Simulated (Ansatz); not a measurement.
# WC: a trial structure relaxed

The task: take a trial cell of WC to zero force and stress.

Computed with Ansatz 0.2.0 (DFT PBE, scalar-relativistic, plane waves, PAW, unless a step's input says otherwise).

## Step 1: Starting point

It takes space group F-43m (No. 216, cubic). Conventional cell: a = 4.947 Å, b = 4.947 Å, c = 4.947 Å, α = 90.00°, β = 90.00°, γ = 90.00°. Around W (site symmetry -43m) lie 4 C at 2.14 Å. C (site symmetry -43m) is surrounded by 4 W at 2.14 Å.

Structure file:

```
W C
1.0
     0.00000    2.47337    2.47337
     2.47337    0.00000    2.47337
     2.47337    2.47337    0.00000
W C
1 1
Direct
  0.75000 0.75000 0.75000
  0.00000 0.00000 0.00000
```

Recipe of the guess: ordered vacancies on the cation sites of antifluorite (F-43m, No. 216). Lengths come from tabulated atomic sizes and are only a guess.

## Step 2: A first look at the guess

Contents of input.yaml:

```yaml
crystal:
  lattice:
    - [0.0, 2.47336855, 2.47336855]
    - [2.47336855, 0.0, 2.47336855]
    - [2.47336855, 2.47336855, 0.0]
  atoms:
    - { symbol: W, position: [0.75, 0.75, 0.75] }
    - { symbol: C, position: [0.0, 0.0, 0.0] }
basis:
  ecutwfc: 420
kpoints:
  mp_grid: { grid: [6, 6, 6] }
hamiltonian:
  xc: pbe
scf:
  occupations: { method: gaussian, width: 0.1 }
  lower_state_search: "off"
output:
  forces: true
  stress: true
  eigenvalues: true
```

Started as:

```sh
$ ansatz run input.yaml --threads 1 --pin off --max-ram 2048MiB --backend cpu --events-out ev --progress --plain --runs-dir out
```

What it wrote (excerpt; [...] marks lines left out):

```text
[...]
SCF converged after 6 iterations
Free energy (F): -10634.237648 eV
[...]
E sigma→0 (E₀):  -10634.235019 eV
Entropy (-TS):   -0.005259 eV (-2.630 meV/atom)
Fermi energy:    13.541289 eV
[...]
--- Forces (eV/Å), atoms counted from 1 ---
  atom   1  W      0.00000000    -0.00000000     0.00000000
  atom   2  C     -0.00000000     0.00000000    -0.00000000
[...]
--- Stress (GPa, compression-positive) ---
      -29.276149       0.000000      -0.000000
        0.000000     -29.276149       0.000000
       -0.000000       0.000000     -29.276149
  P = ⅓ Tr σ = -29.2761 GPa (-292.761 kbar)
--- Band table (eV; the first three rows and the last of 16) ---
  k-point 0: bands = ["-61.2837", "-25.4107", "-25.4107", "-25.4107", "0.8917", "8.8149", "8.8149", "8.8149", "13.5339", "13.5339", "15.8091", "20.2016", "20.2016"]
[...]
```

It took 0.9 s on 1 thread of Arm Neoverse V1, shared host; peak memory 0.27 GiB.

Read-out: pressure -29.3 GPa, largest force 0.00 eV/Å, gap on this mesh none (metal). A guess like this is first relaxed loosely on the coarse mesh.

## Step 3: Coarse relaxation

Changes to input.yaml since step 2:

```diff
@@ -21 +21,6 @@
   eigenvalues: true
+relax:
+  adjacent_minimum: "off"
+  f_tol: 0.04
+  max_steps: 70
+  cell: { stress_tol: 0.4 }
```

Started as:

```sh
$ ansatz run input.yaml --threads 1 --pin off --max-ram 2048MiB --backend cpu --events-out ev --progress --plain --runs-dir out
```

What it wrote:

```text
Warning: RAYON_NUM_THREADS=1 ignored (pool sized by the plan → 1); use --threads N
Engine: ansatz 0.2.0, aarch64-unknown-linux-gnu
Pseudopotentials: kind: paw
Pseudopotential: W, paw, valence charge 14, recommended cutoff 420 eV (normal), W.paw.azcp
Pseudopotential: C, paw, valence charge 4, recommended cutoff 420 eV (normal), C.paw.azcp
Functional definition: PBE
  parameter kappa = 0.804
  parameter beta = 0.06672455060314922
  exchange = pbe_x(kappa = kappa, mu = beta*pi^2/3)
  correlation = pbe_c(beta = beta)
Crystal: 2 atoms, lattice volume = 30.262 Å³
Basis set: ecut = 420 eV, 609 PW (Γ), exchange–correlation on 48×48×48 points (8 copies of the dense FFT grid, shifted against one another)
Bands: 13, of which v1, the nominal top of the filled ones, is band 9 counted from 1 (8 counted from 0)
Symmetry: 24 space group operations
Space group: F-43m (ITA 216), of the structure as read, at distance tolerance 3.1e-5 Å
k-points: 16 of 216 (time reversal used)
Non-local potential: W, projectors of the file, l = 0: 3, l = 1: 2, l = 2: 2, l = 3: 1
Non-local potential: C, projectors of the file, l = 0: 2, l = 1: 2, l = 2: 1
PAW form: soft (Blöchl's): semilocal exchange-correlation on the pseudo side does not see the compensation charge
PAW one-centre angular grid: W, 590 points (default); XC on 64 Gauss nodes
PAW one-centre angular grid: C, 110 points (default); XC on 64 Gauss nodes
Initial density: superposition of atomic densities (neutral atoms: chi_scale 0, normalization atom), corrected by the library's trained network
Initial wavefunctions: pseudopotential atomic-orbital guess
Functional: x = pbe(κ = 0.804, μ = 0.2195149727645171), c = pbe(β = 0.06672455060314922)
SCF iter   1: F=—  HF=-10634.237425 eV  |F-HF|=—  |Δ(HF+E_count)|=         —  Δρ=5.08e-3  dr2=8.84e-3  ethr=1.77e-3  ⟨swp⟩=5.1  Hψ=994  notcnv=0
preconditioner: auto → none  [metal: Δε(μ)=0.068 eV  Ē_g=7.829 eV  σ=0.100 eV  W_gap=0.34  n_scr=8 (ndim 8)  ℏωp=21.3 eV  f_vac=0.000  D(μ)=1.06/eV (n_scr^D=8)  sad-step TF]
SCF iter   2: F=—  HF=-10634.238163 eV  |F-HF|=—  |Δ(HF+E_count)|=   7.37e-4  Δρ=3.37e-3  dr2=4.42e-3  ethr=4.91e-5  ⟨swp⟩=1.5  Hψ=365  notcnv=0
SCF iter   3: F=—  HF=-10634.237632 eV  |F-HF|=—  |Δ(HF+E_count)|=   5.31e-4  Δρ=3.44e-4  dr2=1.47e-5  ethr=2.46e-5  ⟨swp⟩=2.2  Hψ=279  notcnv=0
SCF iter   4: F=—  HF=-10634.237648 eV  |F-HF|=—  |Δ(HF+E_count)|=   1.61e-5  Δρ=7.82e-5  dr2=1.17e-6  ethr=8.14e-8  ⟨swp⟩=2.1  Hψ=297  notcnv=0
iter 5 did not close the SCF: its close was put off for the readings that it lacked (scf_convergence_deferred on its scf_iter line)
SCF iter   5: F=-10634.237648 eV  HF=-10634.237648 eV  |F-HF|=1.31e-8  |Δ(HF+E_count)|=   2.20e-7  Δρ=1.67e-5  dr2=6.68e-8  ethr=6.51e-9  ⟨swp⟩=2.2  Hψ=337  notcnv=0
SCF iter   6: F=-10634.237648 eV  HF=-10634.237648 eV  |F-HF|=6.37e-10  |Δ(HF+E_count)|=   8.33e-9  Δρ=2.29e-6  dr2=6.68e-10  ethr=3.71e-10  ⟨swp⟩=2.9  Hψ=774  notcnv=0
SCF 1 converged in 6 iterations: F = -10634.237648 eV  dr2 = 6.68e-10
relax step   1: F+E_penalty+E_count = -10634.23764845 eV  Δ(F+E_penalty+E_count) = +0.000e0 eV  max|allowed force component| = 3.516e-16 eV/Å  Δτ_max = 0.0000 Å  P = -29.276 GPa  Ω = 30.262 Å³  (6 SCF iters, dr2 threshold 1.00e-7 eV, accepted)
Crystal: 2 atoms, lattice volume = 26.048 Å³
Basis set: ecut = 420 eV, 531 PW (Γ), exchange–correlation on 48×48×48 points (8 copies of the dense FFT grid, shifted against one another)
Initial density: handed on by an earlier stage of this run
Initial wavefunctions: those handed on with the density
iter 1 solved again at ethr=1.65e-3 eV; its pass at ethr=3.10e-3 eV (dr2=2.97e-1 eV) is discarded
SCF iter   1: F=—  HF=-10634.769174 eV  |F-HF|=—  |Δ(HF+E_count)|=         —  Δρ=3.00e-2  dr2=2.99e-1  ethr=1.65e-3  ⟨swp⟩=1.0  Hψ=1403  notcnv=0
preconditioner: auto → none  [insulator: Δε(μ)=0.201 eV  Ē_g=9.108 eV  σ=0.100 eV  W_gap=0.51  n_scr=8 (ndim 8)  ℏωp=23.0 eV  f_vac=0.000  D(μ)=0.95/eV (n_scr^D=8)  ε∞_Penn≈7.4]
SCF iter   2: F=—  HF=-10634.697675 eV  |F-HF|=—  |Δ(HF+E_count)|=   7.15e-2  Δρ=9.15e-3  dr2=2.80e-2  ethr=1.65e-3  ⟨swp⟩=2.0  Hψ=341  notcnv=0
SCF iter   3: F=—  HF=-10634.691258 eV  |F-HF|=—  |Δ(HF+E_count)|=   6.42e-3  Δρ=1.43e-3  dr2=4.00e-4  ethr=1.55e-4  ⟨swp⟩=1.8  Hψ=281  notcnv=0
SCF iter   4: F=—  HF=-10634.691287 eV  |F-HF|=—  |Δ(HF+E_count)|=   2.94e-5  Δρ=2.40e-4  dr2=5.19e-6  ethr=2.22e-6  ⟨swp⟩=2.1  Hψ=313  notcnv=0
SCF iter   5: F=—  HF=-10634.691292 eV  |F-HF|=—  |Δ(HF+E_count)|=   5.37e-6  Δρ=2.09e-5  dr2=3.34e-8  ethr=2.88e-8  ⟨swp⟩=2.6  Hψ=362  notcnv=0
SCF iter   6: F=-10634.691292 eV  HF=-10634.691292 eV  |F-HF|=2.58e-9  |Δ(HF+E_count)|=   2.42e-8  Δρ=4.02e-6  dr2=3.26e-9  ethr=1.85e-10  ⟨swp⟩=3.1  Hψ=840  notcnv=0
SCF 2 converged in 6 iterations: F = -10634.691292 eV  dr2 = 3.26e-9
relax step   2: F+E_penalty+E_count = -10634.69129235 eV  Δ(F+E_penalty+E_count) = -4.536e-1 eV  max|allowed force component| = 2.220e-16 eV/Å  Δτ_max = 0.0000 Å  P = -0.854 GPa  Ω = 26.048 Å³  energy of the carried Pulay correction = +5.590e-3 eV  (6 SCF iters, dr2 threshold 2.00e-7 eV, accepted)
Crystal: 2 atoms, lattice volume = 25.940 Å³
iter 1 solved again at ethr=1.66e-6 eV; its pass at ethr=3.10e-3 eV (dr2=2.99e-4 eV) is discarded
SCF iter   1: F=—  HF=-10634.691733 eV  |F-HF|=—  |Δ(HF+E_count)|=         —  Δρ=9.21e-4  dr2=2.81e-4  ethr=1.66e-6  ⟨swp⟩=2.0  Hψ=1234  notcnv=0
preconditioner: auto → none  [metal: Δε(μ)=0.065 eV  Ē_g=9.028 eV  σ=0.100 eV  W_gap=0.33  n_scr=8 (ndim 8)  ℏωp=23.1 eV  f_vac=0.000  D(μ)=0.92/eV (n_scr^D=8)]
SCF iter   2: F=—  HF=-10634.691667 eV  |F-HF|=—  |Δ(HF+E_count)|=   6.64e-5  Δρ=2.75e-4  dr2=2.49e-5  ethr=1.56e-6  ⟨swp⟩=2.0  Hψ=255  notcnv=0
SCF iter   3: F=—  HF=-10634.691658 eV  |F-HF|=—  |Δ(HF+E_count)|=   9.12e-6  Δρ=4.68e-5  dr2=4.58e-7  ethr=1.39e-7  ⟨swp⟩=2.0  Hψ=257  notcnv=0
iter 4 did not close the SCF: its close was put off for the readings that it lacked (scf_convergence_deferred on its scf_iter line)
SCF iter   4: F=-10634.691658 eV  HF=-10634.691658 eV  |F-HF|=2.02e-9  |Δ(HF+E_count)|=   2.17e-8  Δρ=8.51e-6  dr2=9.97e-9  ethr=2.54e-9  ⟨swp⟩=2.0  Hψ=269  notcnv=0
iter 5 did not close the SCF: its close was put off for the readings that it lacked (scf_convergence_deferred on its scf_iter line)
SCF iter   5: F=-10634.691658 eV  HF=-10634.691658 eV  |F-HF|=4.18e-11  |Δ(HF+E_count)|=   4.49e-9  Δρ=9.29e-7  dr2=8.66e-11  ethr=5.54e-11  ⟨swp⟩=2.3  Hψ=312  notcnv=0
SCF iter   6: F=-10634.691658 eV  HF=-10634.691658 eV  |F-HF|=7.28e-12  |Δ(HF+E_count)|=  1.07e-10  Δρ=1.62e-7  dr2=7.37e-12  ethr=1.00e-12  ⟨swp⟩=1.0  Hψ=575  notcnv=0
SCF 3 converged in 6 iterations: F = -10634.691658 eV  dr2 = 7.37e-12
relax step   3: F+E_penalty+E_count = -10634.69165757 eV  Δ(F+E_penalty+E_count) = -3.652e-4 eV  max|allowed force component| = 2.961e-16 eV/Å  Δτ_max = 0.0000 Å  P = +0.237 GPa  Ω = 25.940 Å³  energy of the carried Pulay correction = +5.745e-3 eV  (6 SCF iters, dr2 threshold 2.00e-7 eV, accepted)
Initial wavefunctions: pseudopotential atomic-orbital guess (no wavefunctions were taken with the density)
iter 1 solved again at ethr=7.30e-8 eV; its pass at ethr=3.10e-3 eV (dr2=1.31e-5 eV) is discarded
SCF iter   1: F=—  HF=-10634.688368 eV  |F-HF|=—  |Δ(HF+E_count)|=         —  Δρ=4.68e-4  dr2=8.49e-6  ethr=7.30e-8  ⟨swp⟩=3.0  Hψ=1588  notcnv=0
preconditioner: auto → none  [metal: Δε(μ)=0.065 eV  Ē_g=9.025 eV  σ=0.100 eV  W_gap=0.33  n_scr=8 (ndim 8)  ℏωp=23.1 eV  f_vac=0.000  D(μ)=0.92/eV (n_scr^D=8)]
SCF iter   2: F=—  HF=-10634.688378 eV  |F-HF|=—  |Δ(HF+E_count)|=   1.02e-5  Δρ=2.30e-4  dr2=1.71e-6  ethr=4.72e-8  ⟨swp⟩=2.0  Hψ=272  notcnv=0
SCF iter   3: F=—  HF=-10634.688380 eV  |F-HF|=—  |Δ(HF+E_count)|=   1.68e-6  Δρ=2.05e-5  dr2=1.45e-8  ethr=9.48e-9  ⟨swp⟩=2.8  Hψ=388  notcnv=0
iter 4 did not close the SCF: its close was put off for the readings that it lacked (scf_convergence_deferred on its scf_iter line)
SCF iter   4: F=-10634.688380 eV  HF=-10634.688380 eV  |F-HF|=7.82e-11  |Δ(HF+E_count)|=   3.91e-8  Δρ=2.47e-6  dr2=6.94e-10  ethr=8.05e-11  ⟨swp⟩=2.1  Hψ=304  notcnv=0
iter 5 did not close the SCF: its close was put off for the readings that it lacked (scf_convergence_deferred on its scf_iter line)
SCF iter   5: F=-10634.688380 eV  HF=-10634.688380 eV  |F-HF|=5.46e-12  |Δ(HF+E_count)|=  2.35e-10  Δρ=4.94e-7  dr2=2.27e-11  ethr=3.86e-12  ⟨swp⟩=2.7  Hψ=329  notcnv=0
SCF iter   6: F=-10634.688380 eV  HF=-10634.688380 eV  |F-HF|=1.82e-12  |Δ(HF+E_count)|=  7.28e-12  Δρ=5.57e-8  dr2=2.73e-13  ethr=1.00e-12  ⟨swp⟩=2.0  Hψ=606  notcnv=0
SCF 4 converged in 6 iterations: F = -10634.688380 eV  dr2 = 2.73e-13
relax step   4: F+E_penalty+E_count = -10634.68837986 eV  Δ(F+E_penalty+E_count) = +3.278e-3 eV  max|allowed force component| = 3.516e-16 eV/Å  Δτ_max = 0.0000 Å  P = +0.069 GPa  Ω = 25.940 Å³  stress off target by 6.95e-2 GPa  SCF on the basis re-selected at this cell (its energy is not comparable with the rows above)  (6 SCF iters)
basis re-selected at this cell: Δ(F+E_penalty+E_count) = +3.278e-3 eV, ΔP = -0.168 GPa vs the last step (what re-selecting the basis moved, of the pressure what is left beyond the Pulay correction that the steps carried, after the strain that the cell walked since its last selection, with what the two solves' SCF thresholds leave and, on support functions, any second-order correction that the steps lacked; it is no measure of the basis error at this ecutwfc). This SCF's stress stands 6.95e-2 GPa from its target on what of the cell is left free (relax.cell.stress_tol is 4.00e-1 GPa) and its largest allowed force component is 3.52e-16 eV/Å (relax.f_tol is 4.00e-2 eV/Å): within both
SCF converged after 6 iterations
Free energy (F): -10634.688380 eV
Harris-Foulkes:  -10634.688380 eV  (|F-HF|=1.82e-12)
Internal energy: -10634.683780 eV  (E = F + TS)
E sigma→0 (E₀):  -10634.686080 eV
Entropy (-TS):   -0.004600 eV (-2.300 meV/atom)
Fermi energy:    16.451387 eV
--- Per-component energies (eV) ---
  E_band       = -142.388643
  E_kinetic    = 538.089840
  E_local      = -916.526708  (includes V_loc(G=0)·N_el)
  E_nonlocal   = 27.952209
  E_hartree    = 318.289100
  E_xc         = -314.128126
  E_vxc        = -297.157790  (∫ρ·V_xc dr)
  E_paw        = -8661.469685  (= ΣΔE_a)
  E_vpaw       = -131.324329  (= ΣTr[D̂ρ^β])
  E_aug_tail   = -0.000074  (compensation charges beyond the density's cutoff)
  E_ewald      = -1626.890335
  E_smearing   = -0.004600  (= −TS)
  E_closure    = 0.000000  (closes the sum)
  Σ components = -10634.688380   (vs F -10634.688380, Δ=0.00e0)
--- Forces (eV/Å), atoms counted from 1 ---
  atom   1  W     -0.00000000    -0.00000000    -0.00000000
  atom   2  C      0.00000000     0.00000000     0.00000000
  max |Σ_I F_I| component: 7.40e-17 eV/Å
--- Stress (GPa, compression-positive) ---
        0.069485      -0.000000      -0.000000
       -0.000000       0.069485      -0.000000
       -0.000000      -0.000000       0.069485
  P = ⅓ Tr σ = 0.0695 GPa (0.695 kbar)
--- Band table (eV; the first three rows and the last of 16) ---
  k-point 0: bands = ["-58.1953", "-22.3664", "-22.3664", "-22.3664", "2.7637", "10.8578", "10.8578", "10.8578", "16.4463", "16.4463", "19.1482", "24.0339", "24.0339"]
  k-point 1: bands = ["-58.1918", "-22.4442", "-22.3780", "-22.3780", "3.2557", "10.5019", "11.1085", "11.1085", "16.2455", "16.2455", "20.2059", "23.2917", "24.1970"]
  k-point 2: bands = ["-58.1847", "-22.5969", "-22.4012", "-22.4012", "4.2316", "10.4261", "11.4748", "11.4748", "16.5425", "16.5425", "19.4368", "22.9444", "22.9444"]
  k-point 15: bands = ["-58.1764", "-22.6198", "-22.5236", "-22.4839", "5.4122", "9.9887", "12.5080", "13.5020", "14.4388", "16.7786", "18.1473", "19.8872", "21.5403"]
--- Relaxed structure (3 steps of the walk, 3 accepted, 1 SCFs on fresh bases) ---
  F+E_penalty+E_count = -10634.68837986 eV   max|allowed force component| = 3.516e-16 eV/Å   (the final SCF, on the basis selected at the relaxed cell)
  cell:  # Å, volume = 25.9399 Å³
    - [1.8343339318424123e-33, 2.349521124527899, 2.349521124527899]
    - [2.349521124527899, 1.0292651506449092e-32, 2.349521124527899]
    - [2.349521124527899, 2.349521124527899, 5.604909236185149e-33]
  atoms:
    - { symbol: W, position: [0.75, 0.75, 0.75] }
    - { symbol: C, position: [-3.9420006142879045e-34, 5.677778662554596e-35, -7.300001137570195e-35] }
```

Wall time 3.8 s (1 thread of Arm Neoverse V1, shared host); peak memory 0.28 GiB.

Relaxation path:

```
step  energy from step 1 (eV/cell)  largest force component (eV/Å)  pressure (GPa)  volume (Å³)
   1                        0.0000                          0.0000          -29.28        30.26
   2                       -0.4536                          0.0000           -0.85        26.05
   3                       -0.4540                          0.0000            0.24        25.94
   4                       -0.4507                          0.0000            0.07        25.94
```

Step 1 is the start. Step 4 repeats the geometry before it on a plane-wave basis chosen anew for that cell, so its energy need not be comparable with the rows above.

Lengths and angles in the start's conventional setting:

|  | before | after | change |
| --- | --- | --- | --- |
| a (Å) | 4.947 | 4.699 | -5.0 % |
| b (Å) | 4.947 | 4.699 | -5.0 % |
| c (Å) | 4.947 | 4.699 | -5.0 % |
| volume (Å³/atom) | 15.13 | 12.97 | -14.3 % |
| shortest distance (Å) | 2.142 | 2.035 | -5.0 % |
| space group (0.01 Å) | F-43m | F-43m | same |

Forces and stress were held to the start's 24 operations: a distortion of lower symmetry was not tested.

(Part 1 of 2 ends here.)
